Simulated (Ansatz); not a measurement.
# What a change of settings does: S (bcc type)

First run: DFT, PBE, PAW with Ansatz's default frozen-core files, scalar-relativistic (Ansatz 0.2.0).

Command: `ansatz run input.yaml --threads 1 --pin off --max-ram 2048MiB --backend cpu --events-out ev --progress --plain --runs-dir out` It took 1.2 s on 1 thread of Arm Neoverse V1, on a shared host, peak memory 0.25 GiB.

```yaml
crystal:
  lattice:
    - [-1.2538507473, 1.2538507473, 1.2538507473]
    - [1.2538507473, -1.2538507473, 1.2538507473]
    - [1.2538507473, 1.2538507473, -1.2538507473]
  atoms:
    - { symbol: S, position: [0.0, 0.0, 0.0] }
kpoints:
  mp_grid: { grid: [16, 16, 16] }
scf:
  occupations: { method: fermi_dirac, width: 0.1 }
hamiltonian:
  xc: pbe
  pseudopotentials: { kind: paw }
output:
  forces: true
  stress: true
  eigenvalues: true
  populations: true
  write_density: true
  write_potential: true
  elf: true
  volumetric_format: npy
```

The cell comes from a relaxation on PAW files under the same functional, begun from a prototype that needn't be the stable phase.

This run: volume at 0.5 of the series' base cell.

It converges in 6 SCF iterations at a pressure of 217.7 GPa, cutoff 420 eV.

The input is then changed:

```diff
   populations: true
-  write_density: true
-  write_potential: true
-  elf: true
-  volumetric_format: npy
+basis:
+  xc_grid: 2
```

Task: What does the second run give?

Result: It converges in 6 SCF iterations at a pressure of 217.7 GPa, cutoff 420 eV, free energy 0.0 meV/atom against the first run's. Results part of its log:
```
SCF 1 converged in 6 iterations: F = -897.824961 eV  dr2 = 4.06e-12
  greatest PAW one-centre occupation: 0.897 electrons in one spin orbital (limit 2), on the S atom at site 0 (counted from 0), in its partial waves of l = 0
SCF converged after 6 iterations
Free energy (F): -897.824961 eV
Harris-Foulkes:  -897.824961 eV  (|F-HF|=1.59e-12)
Internal energy: -897.810586 eV  (E = F + TS)
E sigma→0 (E₀):  -897.817773 eV
Entropy (-TS):   -0.014375 eV (-14.375 meV/atom)
Fermi energy:    24.508336 eV
--- Per-component energies (eV) ---
  E_band       = 83.278176
  E_kinetic    = 128.147482
  E_local      = 23.093916  (includes V_loc(G=0)·N_el)
  E_nonlocal   = 29.585125
  E_hartree    = 2.611671
  E_xc         = -104.357416
  E_vxc        = -97.274369  (∫ρ·V_xc dr)
  E_paw        = -600.743690  (= ΣΔE_a)
  E_vpaw       = -5.497326  (= ΣTr[D̂ρ^β])
  E_aug_tail   = 0.000001  (compensation charges beyond the density's cutoff)
  E_ewald      = -376.147675
  E_smearing   = -0.014375  (= −TS)
  E_closure    = 0.000000  (closes the sum)
  Σ components = -897.824961   (vs F -897.824961, Δ=0.00e0)
--- Forces (eV/Å), atoms counted from 1 ---
  atom   1  S     -0.00000000     0.00000000     0.00000000
  max |Σ_I F_I| component: 3.18e-32 eV/Å
--- Stress (GPa, compression-positive) ---
      217.655577       0.000000       0.000000
        0.000000     217.655577      -0.000000
        0.000000       0.000000     217.655577
  P = ⅓ Tr σ = 217.6556 GPa (2176.556 kbar)
--- Band table (eV; the first three rows and the last of 145) ---
  k-point 0: bands = ["-2.5356", "33.5862", "33.5862", "33.5862", "36.3347", "36.3347", "36.3347"]
  k-point 1: bands = ["-2.3603", "31.9059", "32.3995", "33.4123", "35.8661", "37.1575", "37.7970"]
  k-point 2: bands = ["-1.8349", "28.7372", "30.6756", "32.9242", "34.7430", "37.4463", "40.3388"]
  k-point 144: bands = ["17.2403", "17.2403", "17.2403", "19.5539", "22.5393", "22.5393", "52.4179"]
--- Löwdin populations: 1 site ---
  site symbol       q [e]
     0      S      5.6689
  spilling = 0.055175 (of n_electrons = 6.000000)
```
